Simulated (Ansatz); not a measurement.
## How the conductance of RuAl/MgO/V changes with thickness

Wanted: T(E), the conductance and its decay constant for RuAl/MgO/V. The lower electrode is RuAl B2(001), the upper one V bcc(001); the barrier is MgO rock salt(001) (non-polar). In the first transport cell, after relaxation, the nearest pair of electrode and barrier is Al–O at 2.02 Å, along the normal, at the lower face and V–O at 2.12 Å, along the normal, at the upper one. All share a net of side 3.003 Å, which strains the lower electrode by +0.1 %, the upper one by +0.8 % and the barrier by -0.1 %, against typed lattice constants near PBE's. The first steps treat the bulk electrodes alone.

Main program and level: Ansatz 0.2.0; PBE DFT, plane waves, PAW files, in the first sound run; inputs show where later runs differ.

The structure was built from a prototype and need not be the compound's stable phase.

## 1. The structure

Symmetry: Pm-3m, No. 221, cubic system. The conventional cell has a = 3.001 Å, b = 3.001 Å, c = 3.001 Å, α = 90.00°, β = 90.00°, γ = 90.00°. Nearest to Ru lie 8 Al at 2.60 Å. Nearest to Al lie 8 Ru at 2.60 Å. Farther neighbours are not listed. That group holds within 0.01 Å; judged at 0.001 Å it is P4/mmm (No. 123).

## 2. Layer spacing of the electrode, electrode RuAl B2(001), k-mesh 12×12×10

The electrode is held to the junction's net and relaxed along the normal; its spacing is used for the ideal lead layers.

Input file input.yaml:

```yaml
crystal:
  lattice:
    - [3.003, 0.0, 0.0]
    - [0.0, 3.003, 0.0]
    - [0.0, 0.0, 2.9979]
  atoms:
    - { symbol: Ru, position: [0.0, 0.0, 0.0] }
    - { symbol: Al, position: [0.5, 0.5, 0.5] }
kpoints:
  mp_grid: { grid: [12, 12, 10] }
scf:
  occupations: { method: fermi_dirac, width: 0.1 }
  max_iter: 150
hamiltonian:
  xc: pbe
relax:
  f_tol: 0.01
  max_steps: 40
  cell: { fix: [a, b, angles] }
```

Launch:

```console
$ ansatz run input.yaml --threads 4 --pin off --max-ram 12288MiB --backend cpu --events-out ev --progress --plain --runs-dir out
```

Numbers of over 12 decimals in the logs are rounded to 6 here.

The program printed:

```text
Engine: ansatz 0.2.0, x86_64-unknown-linux-gnu
Pseudopotentials: kind: paw
Pseudopotential: Ru, paw, valence charge 16, recommended cutoff 420 eV (normal), Ru.paw.azcp
Pseudopotential: Al, paw, valence charge 3, recommended cutoff 420 eV (normal), Al.paw.azcp
Functional definition: PBE
  parameter kappa = 0.804
  parameter beta = 0.066725
  exchange = pbe_x(kappa = kappa, mu = beta*pi^2/3)
  correlation = pbe_c(beta = beta)
Crystal: 2 atoms, lattice volume = 27.035 Å³
Basis set: ecut = 420 eV, 515 PW (Γ), exchange–correlation on 48×48×48 points (8 copies of the dense FFT grid, shifted against one another)
Bands: 14, of which v1, the nominal top of the filled ones, is band 10 counted from 1 (9 counted from 0)
Symmetry: 16 space group operations
Space group: P4/mmm (ITA 123), of the structure as read, at distance tolerance 3.0e-5 Å
k-points: 168 of 1440
Non-local potential: Ru, projectors of the file, l = 0: 3, l = 1: 2, l = 2: 2, l = 3: 1
Non-local potential: Al, projectors of the file, l = 0: 2, l = 1: 2, l = 2: 1
PAW form: soft (Blöchl's): semilocal exchange-correlation on the pseudo side does not see the compensation charge
PAW one-centre angular grid: Ru, 590 points (default); XC on 64 Gauss nodes
PAW one-centre angular grid: Al, 110 points (default); XC on 64 Gauss nodes
Initial density: superposition of atomic densities (neutral atoms: chi_scale 0, normalization atom), corrected by the library's trained network
Initial wavefunctions: pseudopotential atomic-orbital guess
Functional: x = pbe(κ = 0.804, μ = 0.219515), c = pbe(β = 0.066725)
SCF iter   1: F=—  HF=-6417.499988 eV  |F-HF|=—  |Δ(HF+E_count)|=         —  Δρ=3.80e-3  dr2=4.17e-3  ethr=1.77e-3  ⟨swp⟩=5.0  Hψ=12274  notcnv=0
preconditioner: auto → none  [metal: Δε(μ)=0.010 eV  Ē_g=8.798 eV  σ=0.100 eV  W_gap=0.02  n_scr=6 (ndim 8)  ℏωp=23.7 eV  f_vac=0.000  D(μ)=1.46/eV (n_scr^D=18)  sad-step TF]
SCF iter   2: F=—  HF=-6417.499392 eV  |F-HF|=—  |Δ(HF+E_count)|=   5.96e-4  Δρ=2.30e-3  dr2=1.76e-3  ethr=2.19e-5  ⟨swp⟩=2.0  Hψ=3924  notcnv=0
SCF iter   3: F=—  HF=-6417.499046 eV  |F-HF|=—  |Δ(HF+E_count)|=   3.46e-4  Δρ=2.91e-4  dr2=1.78e-5  ethr=9.24e-6  ⟨swp⟩=2.1  Hψ=2967  notcnv=0
SCF iter   4: F=—  HF=-6417.499025 eV  |F-HF|=—  |Δ(HF+E_count)|=   2.17e-5  Δρ=8.81e-5  dr2=9.45e-7  ethr=9.37e-8  ⟨swp⟩=2.1  Hψ=3150  notcnv=0
iter 5 did not close the SCF: its close was put off for the readings that it lacked (scf_convergence_deferred on its scf_iter line)
SCF iter   5: F=-6417.499025 eV  HF=-6417.499025 eV  |F-HF|=1.32e-9  |Δ(HF+E_count)|=   4.36e-8  Δρ=9.75e-6  dr2=6.09e-9  ethr=4.97e-9  ⟨swp⟩=2.3  Hψ=3901  notcnv=0
SCF iter   6: F=-6417.499025 eV  HF=-6417.499025 eV  |F-HF|=2.55e-11  |Δ(HF+E_count)|=  4.02e-10  Δρ=2.24e-6  dr2=2.57e-10  ethr=3.20e-11  ⟨swp⟩=2.0  Hψ=7121  notcnv=0
SCF 1 converged in 6 iterations: F = -6417.499025 eV  dr2 = 2.57e-10
  greatest PAW one-centre occupation: 0.998 electrons in one spin orbital (limit 2), on the Ru atom at site 0 (counted from 0), in its partial waves of l = 0
relax step   1: F+E_penalty+E_count = -6417.49902476 eV  Δ(F+E_penalty+E_count) = +0.000e0 eV  max|allowed force component| = 4.154e-30 eV/Å  Δτ_max = 0.0000 Å  P = +0.628 GPa  Ω = 27.035 Å³  fix = [a, b, alpha, beta, gamma]  reactions: a +0.664, b +0.664 GPa  (6 SCF iters, dr2 threshold 1.00e-7 eV, accepted)
Crystal: 2 atoms, lattice volume = 27.095 Å³
Initial density: handed on by an earlier stage of this run
Initial wavefunctions: those handed on with the density
iter 1 solved again at ethr=1.67e-7 eV; its pass at ethr=3.10e-3 eV (dr2=3.17e-5 eV) is discarded
SCF iter   1: F=—  HF=-6417.499102 eV  |F-HF|=—  |Δ(HF+E_count)|=         —  Δρ=3.19e-4  dr2=2.84e-5  ethr=1.67e-7  ⟨swp⟩=2.0  Hψ=13771  notcnv=0
preconditioner: auto → none  [metal: Δε(μ)=0.006 eV  Ē_g=8.788 eV  σ=0.100 eV  W_gap=0.01  n_scr=6 (ndim 8)  ℏωp=23.7 eV  f_vac=0.000  D(μ)=1.48/eV (n_scr^D=18)]
SCF iter   2: F=—  HF=-6417.499075 eV  |F-HF|=—  |Δ(HF+E_count)|=   2.61e-5  Δρ=1.28e-4  dr2=3.03e-6  ethr=1.50e-7  ⟨swp⟩=2.0  Hψ=3011  notcnv=0
iter 3 did not close the SCF: its close was put off for the readings that it lacked (scf_convergence_deferred on its scf_iter line)
SCF iter   3: F=-6417.499075 eV  HF=-6417.499075 eV  |F-HF|=1.08e-7  |Δ(HF+E_count)|=   7.18e-7  Δρ=2.61e-5  dr2=1.52e-7  ethr=1.60e-8  ⟨swp⟩=1.8  Hψ=2885  notcnv=0
iter 4 did not close the SCF: its close was put off for the readings that it lacked (scf_convergence_deferred on its scf_iter line)
SCF iter   4: F=-6417.499075 eV  HF=-6417.499075 eV  |F-HF|=3.58e-10  |Δ(HF+E_count)|=   2.95e-8  Δρ=3.33e-6  dr2=1.05e-9  ethr=8.00e-10  ⟨swp⟩=2.1  Hψ=3710  notcnv=0
iter 5 did not close the SCF: its close was put off for the readings that it lacked (scf_convergence_deferred on its scf_iter line)
SCF iter   5: F=-6417.499075 eV  HF=-6417.499075 eV  |F-HF|=6.37e-12  |Δ(HF+E_count)|=  4.68e-10  Δρ=6.72e-7  dr2=3.23e-11  ethr=5.52e-12  ⟨swp⟩=2.6  Hψ=3821  notcnv=0
SCF iter   6: F=-6417.499075 eV  HF=-6417.499075 eV  |F-HF|=1.82e-12  |Δ(HF+E_count)|=  1.55e-11  Δρ=1.22e-7  dr2=2.72e-12  ethr=1.00e-12  ⟨swp⟩=1.0  Hψ=5376  notcnv=0
SCF 2 converged in 6 iterations: F = -6417.499075 eV  dr2 = 2.72e-12
relax step   2: F+E_penalty+E_count = -6417.49907471 eV  Δ(F+E_penalty+E_count) = -4.994e-5 eV  max|allowed force component| = 1.109e-31 eV/Å  Δτ_max = 0.0000 Å  P = +0.174 GPa  Ω = 27.095 Å³  energy of the carried Pulay correction = -2.511e-5 eV  fix = [a, b, alpha, beta, gamma]  reactions: a +0.339, b +0.339 GPa  (6 SCF iters, dr2 threshold 2.00e-7 eV, accepted)
Crystal: 2 atoms, lattice volume = 27.082 Å³
iter 1 solved again at ethr=8.56e-9 eV; its pass at ethr=3.10e-3 eV (dr2=1.63e-6 eV) is discarded
SCF iter   1: F=—  HF=-6417.499107 eV  |F-HF|=—  |Δ(HF+E_count)|=         —  Δρ=7.03e-5  dr2=1.40e-6  ethr=8.56e-9  ⟨swp⟩=2.0  Hψ=13759  notcnv=0
preconditioner: auto → none  [metal: Δε(μ)=0.005 eV  Ē_g=8.791 eV  σ=0.100 eV  W_gap=0.01  n_scr=6 (ndim 8)  ℏωp=23.7 eV  f_vac=0.000  D(μ)=1.48/eV (n_scr^D=18)]
SCF iter   2: F=—  HF=-6417.499087 eV  |F-HF|=—  |Δ(HF+E_count)|=   2.06e-5  Δρ=2.75e-5  dr2=1.36e-7  ethr=7.39e-9  ⟨swp⟩=2.0  Hψ=3147  notcnv=0
iter 3 did not close the SCF: its close was put off for the readings that it lacked (scf_convergence_deferred on its scf_iter line)
SCF iter   3: F=-6417.499087 eV  HF=-6417.499087 eV  |F-HF|=4.32e-9  |Δ(HF+E_count)|=   3.07e-8  Δρ=5.60e-6  dr2=6.62e-9  ethr=7.18e-10  ⟨swp⟩=1.4  Hψ=2542  notcnv=0
iter 4 did not close the SCF: its close was put off for the readings that it lacked (scf_convergence_deferred on its scf_iter line)
SCF iter   4: F=-6417.499087 eV  HF=-6417.499087 eV  |F-HF|=1.82e-11  |Δ(HF+E_count)|=  9.05e-10  Δρ=6.38e-7  dr2=3.31e-11  ethr=3.48e-11  ⟨swp⟩=2.2  Hψ=3252  notcnv=0
iter 5 did not close the SCF: its close was put off for the readings that it lacked (scf_convergence_deferred on its scf_iter line)
SCF iter   5: F=-6417.499087 eV  HF=-6417.499087 eV  |F-HF|=9.09e-13  |Δ(HF+E_count)|=  2.73e-11  Δρ=1.48e-7  dr2=1.63e-12  ethr=1.00e-12  ⟨swp⟩=1.6  Hψ=2548  notcnv=0
SCF iter   6: F=-6417.499087 eV  HF=-6417.499087 eV  |F-HF|=9.09e-13  |Δ(HF+E_count)|=    0.00e0  Δρ=1.73e-8  dr2=5.09e-14  ethr=1.00e-12  ⟨swp⟩=1.1  Hψ=5388  notcnv=0
SCF 3 converged in 6 iterations: F = -6417.499087 eV  dr2 = 5.09e-14
relax step   3: F+E_penalty+E_count = -6417.49908656 eV  Δ(F+E_penalty+E_count) = -1.185e-5 eV  max|allowed force component| = 9.244e-32 eV/Å  Δτ_max = 0.0000 Å  P = +0.273 GPa  Ω = 27.082 Å³  energy of the carried Pulay correction = -1.965e-5 eV  fix = [a, b, alpha, beta, gamma]  reactions: a +0.409, b +0.409 GPa  (6 SCF iters, dr2 threshold 6.02e-8 eV, accepted)
Initial wavefunctions: pseudopotential atomic-orbital guess (no wavefunctions were taken with the density)
iter 1 solved again at ethr=8.61e-9 eV; its pass at ethr=3.10e-3 eV (dr2=1.64e-6 eV) is discarded
SCF iter   1: F=—  HF=-6417.499125 eV  |F-HF|=—  |Δ(HF+E_count)|=         —  Δρ=4.24e-6  dr2=1.32e-9  ethr=8.61e-9  ⟨swp⟩=3.0  Hψ=18594  notcnv=0
SCF iter   2: F=—  HF=-6417.499104 eV  |F-HF|=—  |Δ(HF+E_count)|=   2.03e-5  Δρ=2.04e-6  dr2=3.07e-10  ethr=6.96e-12  ⟨swp⟩=2.0  Hψ=3990  notcnv=0
SCF iter   3: F=—  HF=-6417.499104 eV  |F-HF|=—  |Δ(HF+E_count)|=  1.67e-10  Δρ=9.35e-7  dr2=5.14e-11  ethr=1.61e-12  ⟨swp⟩=1.0  Hψ=2354  notcnv=0
iter 4 did not close the SCF: its close was put off for the readings that it lacked (scf_convergence_deferred on its scf_iter line)
SCF iter   4: F=-6417.499104 eV  HF=-6417.499104 eV  |F-HF|=0.00e0  |Δ(HF+E_count)|=  6.18e-11  Δρ=5.69e-8  dr2=2.27e-13  ethr=1.00e-12  ⟨swp⟩=1.0  Hψ=2352  notcnv=0
iter 5 did not close the SCF: its close was put off for the readings that it lacked (scf_convergence_deferred on its scf_iter line)
SCF iter   5: F=-6417.499104 eV  HF=-6417.499104 eV  |F-HF|=0.00e0  |Δ(HF+E_count)|=    0.00e0  Δρ=1.49e-8  dr2=3.97e-14  ethr=1.00e-12  ⟨swp⟩=1.0  Hψ=2352  notcnv=0
iter 6 did not close the SCF: its close was put off for the readings that it lacked (scf_convergence_deferred on its scf_iter line)
SCF iter   6: F=-6417.499104 eV  HF=-6417.499104 eV  |F-HF|=0.00e0  |Δ(HF+E_count)|=  1.82e-12  Δρ=5.66e-9  dr2=8.20e-15  ethr=1.00e-12  ⟨swp⟩=1.0  Hψ=2352  notcnv=0
iter 7 did not close the SCF: its close was put off for the readings that it lacked (scf_convergence_deferred on its scf_iter line)
SCF iter   7: F=-6417.499104 eV  HF=-6417.499104 eV  |F-HF|=1.82e-12  |Δ(HF+E_count)|=  1.82e-12  Δρ=1.57e-9  dr2=8.38e-16  ethr=1.00e-12  ⟨swp⟩=1.0  Hψ=2352  notcnv=0
SCF iter   8: F=-6417.499104 eV  HF=-6417.499104 eV  |F-HF|=1.82e-12  |Δ(HF+E_count)|=    0.00e0  Δρ=4.08e-10  dr2=5.46e-17  ethr=1.00e-12  ⟨swp⟩=2.0  Hψ=6415  notcnv=0
SCF 4 converged in 8 iterations: F = -6417.499104 eV  dr2 = 5.46e-17
relax step   4: F+E_penalty+E_count = -6417.49910422 eV  Δ(F+E_penalty+E_count) = -1.766e-5 eV  max|allowed force component| = 1.109e-31 eV/Å  Δτ_max = 0.0000 Å  P = +0.273 GPa  Ω = 27.082 Å³  fix = [a, b, alpha, beta, gamma]  reactions: a +0.409, b +0.409 GPa  stress off target by 3.85e-4 GPa on what of the cell is left free  SCF on the basis re-selected at this cell (its energy is not comparable with the rows above)  (8 SCF iters)
basis re-selected at this cell: Δ(F+E_penalty+E_count) = -1.766e-5 eV, ΔP = +0.000 GPa vs the last step (what re-selecting the basis moved, of the pressure what is left beyond the Pulay correction that the steps carried, after the strain that the cell walked since its last selection, with what the two solves' SCF thresholds leave and, on support functions, any second-order correction that the steps lacked; it is no m [...]
SCF converged after 8 iterations
Free energy (F): -6417.499104 eV
Harris-Foulkes:  -6417.499104 eV  (|F-HF|=1.82e-12)
Internal energy: -6417.450149 eV  (E = F + TS)
E sigma→0 (E₀):  -6417.474627 eV
Entropy (-TS):   -0.048955 eV (-24.478 meV/atom)
Fermi energy:    15.901290 eV
--- Per-component energies (eV) ---
  E_band       = -123.650702
  E_kinetic    = 542.667492
  E_local      = -1808.920827  (includes V_loc(G=0)·N_el)
  E_nonlocal   = 354.556027
  E_hartree    = 642.649343
  E_xc         = -232.005589
  E_vxc        = -270.433656  (∫ρ·V_xc dr)
  E_paw        = -3929.170543  (= ΣΔE_a)
  E_vpaw       = -226.818255  (= ΣTr[D̂ρ^β])
  E_aug_tail   = -0.000170  (compensation charges beyond the density's cutoff)
  E_ewald      = -1987.225882
  E_smearing   = -0.048955  (= −TS)
  E_closure    = -0.000000  (closes the sum)
  Σ components = -6417.499104   (vs F -6417.499104, Δ=0.00e0)
--- Forces (eV/Å), atoms counted from 1 ---
  atom   1  Ru     0.00000000     0.00000000     0.00000000
  atom   2  Al     0.00000000     0.00000000     0.00000000
  max |Σ_I F_I| component: 2.71e-31 eV/Å
--- Stress (GPa, compression-positive) ---
        0.409478       0.000000      -0.000000
        0.000000       0.409478       0.000000
       -0.000000       0.000000      -0.000385
  P = ⅓ Tr σ = 0.2729 GPa (2.729 kbar)
--- Relaxed structure (3 steps of the walk, 3 accepted, 1 SCFs on fresh bases) ---
  F+E_penalty+E_count = -6417.49910422 eV   max|allowed force component| = 1.109e-31 eV/Å   (the final SCF, on the basis selected at the relaxed cell)
  cell:  # Å, volume = 27.0821 Å³
    - [3.003, 0, 0]
    - [0, 3.003, 0]
    - [0, 0, 3.003114]
  atoms:
    - { symbol: Ru, position: [0, 0, 0] }
    - { symbol: Al, position: [0.5, 0.5, 0.5] }
```

Elapsed: 3.9 s, on 4 threads of Intel Xeon Platinum 8488C (Sapphire Rapids), shared host; peak memory 0.43 GiB; 10 s of CPU time.

The steps of the relaxation:

```csv
step,energy less that of the first step (eV),largest force component (eV/Å),pressure (GPa),volume (Å³)
1,0.0000,0.0000,0.63,27.04
2,0.0000,0.0000,0.17,27.10
3,-0.0001,0.0000,0.27,27.08
4*,-0.0001,0.0000,0.27,27.08
```

Relaxation steps marked * repeat the geometry before them on a plane-wave basis chosen anew for their cell, so energy and pressure can jump there.

Forces are held to the 16 operations that the run works with; a distortion that breaks them can't arise in this run.

```csv
cell as run,before,after,change
a (Å),3.003,3.003,+0.0 %
b (Å),3.003,3.003,+0.0 %
c (Å),2.998,3.003,+0.2 %
volume (Å³/atom),13.52,13.54,+0.2 %
```

The relaxed structure:

```xyz
2
Lattice="3.0030 0.0000 0.0000 0.0000 3.0030 0.0000 0.0000 0.0000 3.0031" Properties=species:S:1:pos:R:3 pbc="T T T"
Ru    0.0000    0.0000    0.0000
Al    1.5015    1.5015    1.5016
```

Numbers from this step:

* free energy: -6417.4991 eV
* Fermi energy: 15.90 eV
* pressure: 0.2729 GPa

## 3. The strained electrode, electrode V bcc(001), k-mesh 12×12×11

System of this step: V. The structure is tetragonal, space group I4/mmm (No. 139). The conventional cell has a = 3.003 Å, b = 3.003 Å, c = 2.964 Å, α = 90.00°, β = 90.00°, γ = 90.00°. Nearest to V lie 8 V at 2.59 Å.

The electrode is held to the junction's net and relaxed along the normal; its spacing is used for the ideal lead layers.

input.yaml, the sections that differ from step 2:

```yaml
crystal:
  lattice:
    - [3.003, 0.0, 0.0]
    - [0.0, 3.003, 0.0]
    - [0.0, 0.0, 2.9639]
  atoms:
    - { symbol: V, position: [0.0, 0.0, 0.0] }
    - { symbol: V, position: [0.5, 0.5, 0.5] }
kpoints:
  mp_grid: { grid: [12, 12, 11] }
# scf, hamiltonian, relax: as in step 2
```

The program printed:

```text
[...]
Crystal: 2 atoms, lattice volume = 26.728 Å³
Basis set: ecut = 420 eV, 497 PW (Γ), exchange–correlation on 48×48×40 points (8 copies of the dense FFT grid, shifted against one another)
Bands: 17, of which v1, the nominal top of the filled ones, is band 13 counted from 1 (12 counted from 0)
Symmetry: 32 space group operations
[...]
k-points: 168 of 1584
[...]
SCF iter   1: F=—  HF=-5824.877082 eV  |F-HF|=—  |Δ(HF+E_count)|=         —  Δρ=4.66e-3  dr2=1.66e-3  ethr=1.77e-3  ⟨swp⟩=3.7  Hψ=10465  notcnv=0
[...]
SCF iter   6: F=-5824.877545 eV  HF=-5824.877546 eV  |F-HF|=6.70e-9  |Δ(HF+E_count)|=   5.44e-8  Δρ=6.64e-6  dr2=8.09e-9  ethr=3.85e-10  ⟨swp⟩=3.4  Hψ=8108  notcnv=0
SCF 1 converged in 6 iterations: F = -5824.877545 eV  dr2 = 8.09e-9
[...]
relax step   1: F+E_penalty+E_count = -5824.87754549 eV  Δ(F+E_penalty+E_count) = +0.000e0 eV  max|allowed force component| = 1.065e-29 eV/Å  Δτ_max = 0.0000 Å  P = +1.602 GPa  Ω = 26.728 Å³  fix = [a, b, alpha, beta, gamma]  reactions: a +1.025, b +1.025 GPa  (6 SCF iters, dr2 threshold 1.00e-7 eV, accepted)
Crystal: 2 atoms, lattice volume = 27.008 Å³
Basis set: ecut = 420 eV, 515 PW (Γ), exchange–correlation on 48×48×40 points (8 copies of the dense FFT grid, shifted against one another)
[...]
SCF iter   6: F=-5824.879712 eV  HF=-5824.879712 eV  |F-HF|=1.82e-12  |Δ(HF+E_count)|=  8.19e-12  Δρ=6.33e-8  dr2=4.45e-13  ethr=1.00e-12  ⟨swp⟩=1.0  Hψ=6400  notcnv=0
SCF 2 converged in 6 iterations: F = -5824.879712 eV  dr2 = 4.45e-13
relax step   2: F+E_penalty+E_count = -5824.87971228 eV  Δ(F+E_penalty+E_count) = -2.167e-3 eV  max|allowed force component| = 1.085e-29 eV/Å  Δτ_max = 0.0000 Å  P = -0.311 GPa  Ω = 27.008 Å³  energy of the carried Pulay correction = -1.596e-4 eV  fix = [a, b, alpha, beta, gamma]  reactions: a -0.436, b -0.436 GPa  (6 SCF iters, dr2 threshold 2.00e-7 eV, accepted)
Crystal: 2 atoms, lattice volume = 27.001 Å³
[...]
SCF iter   7: F=-5824.879717 eV  HF=-5824.879717 eV  |F-HF|=9.09e-13  |Δ(HF+E_count)|=    0.00e0  Δρ=1.15e-9  dr2=1.84e-16  ethr=1.00e-12  ⟨swp⟩=1.0  Hψ=6384  notcnv=0
SCF 3 converged in 7 iterations: F = -5824.879717 eV  dr2 = 1.84e-16
relax step   3: F+E_penalty+E_count = -5824.87971704 eV  Δ(F+E_penalty+E_count) = -4.756e-6 eV  max|allowed force component| = 8.776e-30 eV/Å  Δτ_max = 0.0000 Å  P = -0.270 GPa  Ω = 27.001 Å³  energy of the carried Pulay correction = -1.560e-4 eV  fix = [a, b, alpha, beta, gamma]  reactions: a -0.404, b -0.404 GPa  (7 SCF iters, accepted)
Basis set: ecut = 420 eV, 515 PW (Γ), exchange–correlation on 48×48×48 points (8 copies of the dense FFT grid, shifted against one another)
[...]
SCF iter   8: F=-5824.879875 eV  HF=-5824.879875 eV  |F-HF|=1.82e-12  |Δ(HF+E_count)|=  9.09e-13  Δρ=5.78e-11  dr2=5.44e-19  ethr=1.00e-12  ⟨swp⟩=1.0  Hψ=6384  notcnv=0
SCF 4 converged in 8 iterations: F = -5824.879875 eV  dr2 = 5.44e-19
relax step   4: F+E_penalty+E_count = -5824.87987466 eV  Δ(F+E_penalty+E_count) = -1.576e-4 eV  max|allowed force component| = 6.262e-30 eV/Å  Δτ_max = 0.0000 Å  P = -0.269 GPa  Ω = 27.001 Å³  fix = [a, b, alpha, beta, gamma]  reactions: a -0.405, b -0.405 GPa  stress off target by 4.02e-3 GPa on what of the cell is left free  SCF on the basis re-selected at this cell (its energy is not comparable with the rows above)  (8 SCF iters)
[...]
SCF converged after 8 iterations
Free energy (F): -5824.879875 eV
[...]
Internal energy: -5824.766598 eV  (E = F + TS)
E sigma→0 (E₀):  -5824.823236 eV
Entropy (-TS):   -0.113276 eV (-56.638 meV/atom)
Fermi energy:    16.509542 eV
[...]
--- Stress (GPa, compression-positive) ---
       -0.404829      -0.000000       0.000000
       -0.000000      -0.404829      -0.000000
        0.000000      -0.000000       0.004022
  P = ⅓ Tr σ = -0.2685 GPa (-2.685 kbar)
--- Relaxed structure (3 steps of the walk, 3 accepted, 1 SCFs on fresh bases) ---
[...]
cell:  # Å, volume = 27.0013 Å³
    - [3.003, 0, 0.0]
    - [0, 3.003, 0.0]
    - [0.0, 0.0, 2.994157]
  atoms:
    - { symbol: V, position: [0.0, 0.0, 0.0] }
    - { symbol: V, position: [0.5, 0.5, 0.500000] }
```

Elapsed: 4.4 s, on 4 threads; peak memory 0.43 GiB; 12 s of CPU time.

This run has no spin polarisation, although V can carry a moment.

The steps of the relaxation:

```csv
step,energy less that of the first step (eV),largest force component (eV/Å),pressure (GPa),volume (Å³)
1,0.0000,0.0000,1.60,26.73
2,-0.0022,0.0000,-0.31,27.01
3,-0.0022,0.0000,-0.27,27.00
4*,-0.0023,0.0000,-0.27,27.00
```

Relaxation steps marked * repeat the geometry before them on a plane-wave basis chosen anew for their cell, so energy and pressure can jump there.

Forces are held to the 32 operations that the run works with; a distortion that breaks them can't arise in this run.

```csv
"conventional cell, symmetrised",before,after,change
a (Å),3.003,3.003,+0.0 %
b (Å),3.003,3.003,+0.0 %
c (Å),2.964,2.994,+1.0 %
volume (Å³/atom),13.36,13.50,+1.0 %
```

Final coordinates:

```cif
data_structure
_symmetry_space_group_name_H-M 'P 1'
_symmetry_Int_Tables_number 1
_cell_length_a 3.0030
_cell_length_b 3.0030
_cell_length_c 2.9942
_cell_angle_alpha 90.000
_cell_angle_beta 90.000
_cell_angle_gamma 90.000
_cell_volume 27.00
loop_
_atom_site_label
_atom_site_type_symbol
_atom_site_fract_x
_atom_site_fract_y
_atom_site_fract_z
_atom_site_occupancy
V1 V 0.00000 0.00000 0.00000 1
V2 V 0.50000 0.50000 0.50000 1
```

Numbers from this step:

| Quantity | Value |
| --- | --- |
| free energy | -5824.8799 eV |
| Fermi energy | 16.51 eV |
| pressure | -0.2685 GPa |

(Continued in part 2 of 6.)

[Logs are printed without paths, hosts, clocks, repeated set-up lines and the standing remarks that a program may print on its own settings, such as how far it seeks lower states.]

[Hosts, paths, dates, database ids (printed as entryN), source tags and the programs' standing remarks are cut or masked in the printed files.]
